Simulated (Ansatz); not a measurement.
## Phase order of Si along its cold isotherm

All-electron LAPW in Ansatz 0.2.0 under PBE, scalar-relativistic, energies extrapolated to zero smearing. Each structure type was compressed from its own relaxed volume, symmetry kept and shape relaxed on PAW files, and E(V) was fitted to energies and pressures; H = E + pV has no temperature or zero-point term. Only these types were tried: omega (P6/mmm, 9×9×12 mesh, 14.79 Å³/atom at rest); simple hexagonal (P6/mmm, 16×16×15 mesh, 15.07 Å³/atom at rest); beta tin (I4_1/amd, 18×18×18 mesh, 15.36 Å³/atom at rest); hcp (P6_3/mmc, 17×17×9 mesh, 14.35 Å³/atom at rest); bcc (Im-3m, 17×17×17 mesh, 14.64 Å³/atom at rest); diamond (Fd-3m, 12×12×12 mesh, 20.45 Å³/atom at rest); fcc (Fm-3m, 18×18×18 mesh, 14.54 Å³/atom at rest); sc (Pm-3m, 15×15×15 mesh, 16.20 Å³/atom at rest). Spin polarisation is left out. Spin–orbit coupling is left out; Fermi–Dirac smearing is 0.05 to 0.1 eV. Enthalpies carry a few meV/atom of noise from meshes and fits.

Question: Which type is lowest at zero pressure, and what follows up to 370 GPa?

Answer: Among the types tried, diamond is lowest at zero pressure; beta tin takes over from diamond near 9.9 GPa, with a volume step of -23.9 %; simple hexagonal takes over from beta tin near 12 GPa, with a volume step of -1.7 %; hcp takes over from simple hexagonal near 36 GPa, with a volume step of -7.6 %; fcc takes over from hcp near 86 GPa, with a volume step of -1.5 %. Enthalpies against diamond:

| p (GPa) | omega (meV/atom) | simple hexagonal (meV/atom) | beta tin (meV/atom) | hcp (meV/atom) | bcc (meV/atom) | diamond (meV/atom) | fcc (meV/atom) | sc (meV/atom) |
| --- | --- | --- | --- | --- | --- | --- | --- | --- |
| 0 | 493 | 308 | 289 | 505 | 520 | 0 | 532 | 341 |
| 11 | 127 | -35 | -35 | 106 | 144 | 0 | 145 | 70 |
| 30 | -434 | -539 | -513 | -508 | -431 | 0 | -468 | -330 |
| 56 | -1112 | -1127 | -1071 | -1245 | -1126 | 0 | -1219 | -801 |
| 110 | -2316 | -2141 | -2033 | -2540 | -2365 | 0 | -2562 | -1629 |
| 190 | -3801 | -3357 | -3192 | -4111 | -3892 | 0 | -4201 | -2647 |
| 280 | -5209 | -4490 | -4278 | -5582 | -5337 | 0 | -5730 | -3614 |
| 350 | -6173 | -5258 | -5016 | -6584 | -6324 | 0 | -6764 | -4276 |
